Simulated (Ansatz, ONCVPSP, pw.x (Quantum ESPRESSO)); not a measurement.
## pw.x on fcc Mo: one setting changed

Potential: optimised norm-conserving Vanderbilt (ONCV), ONCVPSP 4.0.1.1 (patched build), PBEsol; core [Ar] 3d10, reference 4s2 4p6 4d5 5s1; waves: 4s+5s: rc 1.65 bohr, ncon 4, nbas 9, qcut 9.1 1/bohr, 3 projectors, debl 0.5 Ha; 4p: rc 2.00 bohr, ncon 3, nbas 6, qcut 5.6 1/bohr, 2 projectors, debl 1.5 Ha; 4d: rc 1.90 bohr, ncon 5, nbas 9, qcut 9.2 1/bohr, 2 projectors, debl 1.4 Ha; local part: polynomial inside 1.50 bohr (lpopt 5, dvloc0 0 Ha); core correction: Teter function, fcfact 3.7, rcfact 1.2.

The reference run (k-mesh 14³, cutoffs 70/280 Ry, Fermi–Dirac 0.01 Ry, mixing_beta 0.4, conv_thr 1e-9, no spin) gives 0.40 GPa at 15.547 Å³/atom, where all-electron LAPW gives 0.18 GPa. This run, with its own iteration cap, changes degauss to 0.005.

```
&control
  calculation='scf', prefix='x', pseudo_dir='./', outdir='./tmp', tstress=.true., disk_io='none'
/
&system
  ibrav=0, nat=1, ntyp=1, ecutwfc=70, ecutrho=280, nbnd=15,
  occupations='smearing', smearing='fd', degauss=0.005
/
&electrons
  conv_thr=1e-09, mixing_beta=0.4, electron_maxstep=50
/
ATOMIC_SPECIES
Mo 1.0 Mo.UPF
CELL_PARAMETERS angstrom
  0.00000000 1.98094401 1.98094401
  1.98094401 0.00000000 1.98094401
  1.98094401 1.98094401 0.00000000
ATOMIC_POSITIONS crystal
Mo 0.0000 0.0000 0.0000
K_POINTS automatic
14 14 14 0 0 0
```

```bash
pw.x < Mo.scf.in > Mo.scf.out
```

Q: How does the run end?

A: It converges in 8 iterations; the free energy moves by +27.6 meV/atom and the pressure by -0.51 GPa. In a metal, with Fermi–Dirac smearing, F lies below its zero-width value by a term in the square of the width.

```
Message from routine setup:
     using ibrav=0 with symmetry is DISCOURAGED, use correct ibrav instead
     lattice parameter (alat)  =       5.2940  a.u.
     unit-cell volume          =     104.9164 (a.u.)^3
     number of electrons       =        14.00
     number of Kohn-Sham states=           15
     kinetic-energy cutoff     =      70.0000  Ry
     charge density cutoff     =     280.0000  Ry
     scf convergence threshold =      1.0E-09
     Exchange-correlation= PBESOL
     number of k points=   104  Fermi-Dirac smearing, width (Ry)=  0.0050
     iteration #  1     ecut=    70.00 Ry     beta= 0.40
     total energy              =    -141.08541066 Ry
     estimated scf accuracy    <       0.11644765 Ry
     iteration #  2     ecut=    70.00 Ry     beta= 0.40
     total energy              =    -141.09279420 Ry
     estimated scf accuracy    <       0.01019369 Ry
     iteration #  3     ecut=    70.00 Ry     beta= 0.40
     total energy              =    -141.09391027 Ry
     estimated scf accuracy    <       0.00081341 Ry
     [... 2 iterations left out ...]
     iteration #  6     ecut=    70.00 Ry     beta= 0.40
     total energy              =    -141.09396243 Ry
     estimated scf accuracy    <       0.00000004 Ry
     iteration #  7     ecut=    70.00 Ry     beta= 0.40
     total energy              =    -141.09396242 Ry
     estimated scf accuracy    <       0.00000002 Ry
     iteration #  8     ecut=    70.00 Ry     beta= 0.40
     the Fermi energy is    20.8842 ev
!    total energy              =    -141.09396242 Ry
     estimated scf accuracy    <          5.5E-10 Ry
     smearing contrib. (-TS)   =      -0.00129599 Ry
     The total energy is F=E-TS. E is the sum of the following terms:
     one-electron contribution =     -18.51731358 Ry
     hartree contribution      =      18.08207547 Ry
     xc contribution           =     -20.62978381 Ry
     ewald contribution        =    -120.02764451 Ry
     convergence has been achieved in   8 iterations
          total   stress  (Ry/bohr**3)                   (kbar)     P=       -1.16
     Message from routine punch:
     Nothing written, as per user request (disk_io='none')
```

The run took about 17 s on one core of a shared host (Neoverse-V2, 96 threads, 742 GiB, load 10).
